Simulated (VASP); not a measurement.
Wanted: the native input for a VASP 6.6.1 run.

```yaml
Task: single point
Functional: PBE
Potentials_or_basis: VASP PAW PBE potentials, release 64 (Mo_sv, S)
Cutoff: 520 eV
k_mesh: 6 × 6 × 4
Occupations: gaussian, width 0.05 eV
Spin: collinear spin, ferromagnetic start
Starting_moments: "[1.0, 0.0, 0.0] μB"
Hubbard_terms: Mo d U = 2 eV
Further_INCAR_settings: ALGO = Normal; EDIFF = 1e-07; NBANDS = 24
```

The structure of MoS2 lies in POSCAR:

```
MoS2
1.0
    3.1479925200     -1.9297820300      0.0000000000
    3.1479925200      1.9297820300      0.0000000000
   -0.0030992400      0.0000000000      4.4393295900
Mo S
1 2
Direct
    0.0000000000      0.0000000000      0.0000000000
    0.6879000000      0.6879000000      0.2889000000
    0.3121000000      0.3121000000      0.7111000000
```

The cell comes from a database or a generator and needn't be the stable form of this composition.

These files were run (other wordings do the same):

INCAR

```
SYSTEM = MoS2
  ALGO = Normal
  EDIFF = 1E-7
  ENCUT = 520
  GGA = PE
  ISIF = 2
  ISMEAR = 0
  ISPIN = 2
  LASPH = .TRUE.
  LCHARG = .FALSE.
  LDAU = .TRUE.
  LDAUJ = 0 0
  LDAUL = 2 -1
  LDAUPRINT = 1
  LDAUTYPE = 2
  LDAUU = 2 0
  LMAXMIX = 4
  LORBIT = 11
  LREAL = .FALSE.
  LWAVE = .FALSE.
  MAGMOM = 1 0 0
  NBANDS = 24
  NELM = 100
  PREC = Accurate
  SIGMA = 0.05
```

KPOINTS

```
k-points
0
G
  6 6 4
  0 0 0
```

Potentials or basis: VASP PAW PBE potentials, release 64 (Mo_sv, S).

Command:

```sh
$ cat potpaw_PBE.64/Mo_sv/POTCAR potpaw_PBE.64/S/POTCAR > POTCAR
$ mpirun -np 1 vasp_std > vasp.out
```

It gave:

```yaml
Pressure: 4.6 GPa
Largest_force: 1.440 eV/Å
Band_gap_on_the_k_mesh: none (metal or under the smearing width)
Net_moment: 2.05 μB per cell
Site_moments: Mo +2.12; S -0.14 μB
Valence_electrons_inside_the_program's_atomic_spheres: Mo 12.19; S 3.70
```

Caveat: forces of over 1 eV/Å show positions far from the minimum, so gaps and moduli don't describe the material at rest.

Run time: 3.2 min on 1 thread of AMD EPYC 7R43 64-Core Processor (Zen 3), with other jobs on the host, peak memory 0.21 GiB.
